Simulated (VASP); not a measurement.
# Rh (Fm-3m) in VASP: relaxation of cell and atoms with PBE

Aim: the relaxation of cell and atoms of Rh with PBE.

Everything below comes from runs of VASP 6.6.1. Logs are shortened: lines on timing, memory, paths and dates and some standing lists are left out, and cuts for length are marked.

## (1) The crystal as given

It takes space group Fm-3m (No. 225, cubic). The conventional cell has a = 3.796 Å, b = 3.796 Å, c = 3.796 Å, α = 90.00°, β = 90.00°, γ = 90.00°. Around Rh (site symmetry m-3m) lie 12 Rh at 2.68 Å.

## (2) Relaxation of cell and atoms, PBE

File INCAR:

```
ALGO = Normal ; EDIFF = 1E-7
EDIFFG = -0.004 ; ENCUT = 600
GGA = PE ; IBRION = 2
ISIF = 3 ; ISMEAR = 0
LASPH = True ; LCHARG = False
LREAL = False ; LWAVE = False
NELM = 80 ; NSW = 80
PREC = Accurate ; SIGMA = 0.1
```

File KPOINTS:

```
k-points
0
Gamma
  18 18 18
```

File POSCAR:

```
Rh
1.0
    0.0000000000      1.8978500000      1.8978500000
    1.8978500000      0.0000000000      1.8978500000
    1.8978500000      1.8978500000      0.0000000000
Rh
1
Direct
    0.0000000000      0.0000000000      0.0000000000
```

Potentials or basis: VASP PAW PBE potentials, release 64 (Rh_pv).

Launch:

```sh
cat potpaw_PBE.64/Rh_pv/POTCAR > POTCAR
mpirun -np 1 vasp_std > vasp.out
```

OUTCAR:

```text
EDIFF = 1E-7
   EDIFFG = -0.004
   ENCUT = 600
   GGA = PE
   IBRION = 2
   ISIF = 3
   ISMEAR = 0
   LASPH = True
   LREAL = False
   NELM = 80
   NSW = 80
   PREC = Accurate

 ion  position               nearest neighbor table
   1  0.000  0.000  0.000-

  LATTYP: Found a face centered cubic cell.
 ALAT       =     3.7957000000

  Lattice vectors:

 A1 = (   0.0000000000,   1.8978500000,   1.8978500000)
 A2 = (   1.8978500000,   0.0000000000,   1.8978500000)
 A3 = (   1.8978500000,   1.8978500000,   0.0000000000)

Analysis of symmetry for initial positions (statically):
=====================================================================
 Subroutine PRICEL returns:
 Original cell was already a primitive cell.

 Routine SETGRP: Setting up the symmetry group for a
 face centered cubic supercell.

 Subroutine GETGRP returns: Found 48 space group operations
 (whereof 48 operations were pure point group operations)
 out of a pool of 48 trial point group operations.

The static configuration has the point symmetry O_h .

Analysis of symmetry for dynamics (positions and initial velocities):
=====================================================================
 Subroutine PRICEL returns:
 Original cell was already a primitive cell.

 Routine SETGRP: Setting up the symmetry group for a
 face centered cubic supercell.

 Subroutine GETGRP returns: Found 48 space group operations
 (whereof 48 operations were pure point group operations)
 out of a pool of 48 trial point group operations.

The dynamic configuration has the point symmetry O_h .

 Subroutine INISYM returns: Found 48 space group operations
 (whereof 48 operations are pure point group operations),
 and found     1 'primitive' translations

----------------------------------------------------------------------------------------

                                     Primitive cell

  volume of cell :      13.6715

  direct lattice vectors                    reciprocal lattice vectors
     0.000000000  1.897850000  1.897850000    -0.263456016  0.263456016  0.263456016
     1.897850000  0.000000000  1.897850000     0.263456016 -0.263456016  0.263456016
     1.897850000  1.897850000  0.000000000     0.263456016  0.263456016 -0.263456016

  length of vectors
     2.683965209  2.683965209  2.683965209     0.456319205  0.456319205  0.456319205

  position of ions in fractional coordinates (direct lattice)
     0.000000000  0.000000000  0.000000000

  ion indices of the primitive-cell ions
   primitive index   ion index
                 1           1

[... 94 lines left out ...]
  Thomas-Fermi vector in A             =   2.770792
   LORBIT       =      0    0 simple, 1 ext, 2 COOP (PROOUT), +10 PAW based schemes
   GGA     = PE    functional components
   LHFCALC =     F    Hartree Fock is set to
   AEXX    =    0.0000 exact exchange contribution
   IVDW    =     0    specifies the selected vdW correction
   LEPSILON=     F    determine dielectric tensor
   LRPA    =     F    only Hartree local field effects (RPA)
 conjugate gradient relaxation of ions
 non-spin polarized calculation
 Gauss-broadening in eV      SIGMA  =   0.10
  energy-cutoff  :      600.00
  volume of cell :       13.67
 maximum number of plane-waves:       471
 NGX is ok and might be reduce to    24
   NGX = 11   NGY = 11   NGZ = 11

--------------------------------------- Ionic step        1  -------------------------------------------

 number of electron      15.0000002 magnetization

 Free energy of the ion-electron system (eV)
  ---------------------------------------------------
  ext. energy  EPLUGINS =         0.00000000
  ---------------------------------------------------
  free energy    TOTEN  =        -7.25312427 eV

  energy without entropy =       -7.24629598  energy(sigma->0) =       -7.24971012

------------------------ aborting loop because EDIFF is reached ----------------------------------------

  FORCE on cell =-STRESS in cart. coord.  units (eV):
  Direction    XX          YY          ZZ          XY          YZ          ZX
  --------------------------------------------------------------------------------------
  -------------------------------------------------------------------------------------
  Total        0.6262844      0.6262844      0.6262844      0.0000000      0.0000000      0.0000000
  in kB       73.3950138     73.3950138     73.3950138      0.0000000      0.0000000      0.0000000
  external PRESSURE =      73.3950138 kB  Pullay stress =       0.0000000 kB
[... 92 lines left out ...]
--------------------------------------- Ionic step        4  -------------------------------------------

 number of electron      15.0000000 magnetization

 Free energy of the ion-electron system (eV)
  ---------------------------------------------------
  ext. energy  EPLUGINS =         0.00000000
  ---------------------------------------------------
  free energy    TOTEN  =        -7.26129341 eV

  energy without entropy =       -7.25413413  energy(sigma->0) =       -7.25771377

 E-fermi :  11.5253     XC(G=0): -13.8977

 val. band max:       11.5251179140   @ k =   0.5000   0.3889   0.0556
 cond. band min:      11.5332750889   @ k =  -0.4444   0.3333   0.1667
 fundamental gap:      0.0081571748
 Fermi energy:        11.5253291608

 k-point     1 :       0.0000    0.0000    0.0000
  band No.  band energies     occupation
      1     -34.8264      2.00000
      2     -34.8264      2.00000
      3     -34.8264      2.00000
      4       3.7186      2.00000
      5       8.5406      2.00000
      6       8.5406      2.00000
      7       8.5406      2.00000
      8      10.5573      2.00000
      9      10.5573      2.00000
     10      27.5330      0.00000
     11      32.1053      0.00000
[... 309 lines left out ...]
 k-point    24 :      -0.2222    0.0556    0.0000
  band No.  band energies     occupation
      1     -35.1546      2.00000
      2     -34.8936      2.00000
      3     -34.8641      2.00000
      4       5.5281      2.00000
      5       8.2074      2.00000
      6       8.9204      2.00000
      7       8.9714      2.00000
      8      10.3754      2.00000
      9      11.0330      2.00000
     10      26.8350      0.00000
     11      29.1448      0.00000

 [... further k-points ...]

------------------------ aborting loop because EDIFF is reached ----------------------------------------

  FORCE on cell =-STRESS in cart. coord.  units (eV):
  Direction    XX          YY          ZZ          XY          YZ          ZX
  --------------------------------------------------------------------------------------
  -------------------------------------------------------------------------------------
  Total       -0.0005863     -0.0005863     -0.0005863     -0.0000000     -0.0000000     -0.0000000
  in kB       -0.0669132     -0.0669132     -0.0669132     -0.0000000     -0.0000000     -0.0000000
  external PRESSURE =      -0.0669132 kB  Pullay stress =       0.0000000 kB
[... 16 lines left out ...]
  FREE ENERGIE OF THE ION-ELECTRON SYSTEM (eV)
  ---------------------------------------------------
  free  energy   TOTEN  =        -7.2612934139 eV

  energy  without entropy=       -7.2541341306  energy(sigma->0) =       -7.25771377

 reached required accuracy - stopping structural energy minimisation
```

CONTCAR:

```text
Rh
   1.00000000000000
    -0.0000000000000000    1.9147255441396798    1.9147255441396798
     1.9147255441396798    0.0000000000000000    1.9147255441396798
     1.9147255441396798    1.9147255441396798    0.0000000000000000
  Rh
     1
Direct
     0.0000000000000000    0.0000000000000000    0.0000000000000000

  0.00000000E+00  0.00000000E+00  0.00000000E+00
```

Wall time 68 s (1 thread of Intel Xeon Platinum 8559C (Emerald Rapids), shared host); peak memory 0.17 GiB.

Results:

| Item | Value |
| --- | --- |
| Free energy | -7.2613 eV |
| Relaxed volume | 14.04 Å³/atom |
| Relaxed cell | a = 2.708 Å, b = 2.708 Å, c = 2.708 Å, α = 60.00°, β = 60.00°, γ = 60.00° |
| Space group after relaxing (to 0.05 Å) | Fm-3m (No. 225) |
| Energy gained by relaxing | 8.2 meV/atom |
| Ionic steps | 4 |
| Pressure after relaxing | 0.0 GPa |
| Band gap on the k mesh | none (metal or under the smearing width) |

Step by step:
```csv
step,energy change (eV),largest force (eV/Å),pressure (GPa),volume (Å³)
1,0.0000,0.0000,7.34,13.67
2,0.0335,0.0000,-13.71,14.95
3,-0.0082,0.0000,-0.15,14.05
4,-0.0082,0.0000,-0.01,14.04
```

Final structure:
```cif
data_structure
_symmetry_space_group_name_H-M 'P 1'
_symmetry_Int_Tables_number 1
_cell_length_a 2.7078
_cell_length_b 2.7078
_cell_length_c 2.7078
_cell_angle_alpha 60.000
_cell_angle_beta 60.000
_cell_angle_gamma 60.000
_cell_volume 14.04
loop_
_atom_site_label
_atom_site_type_symbol
_atom_site_fract_x
_atom_site_fract_y
_atom_site_fract_z
_atom_site_occupancy
Rh1 Rh 0.00000 0.00000 0.00000 1
```
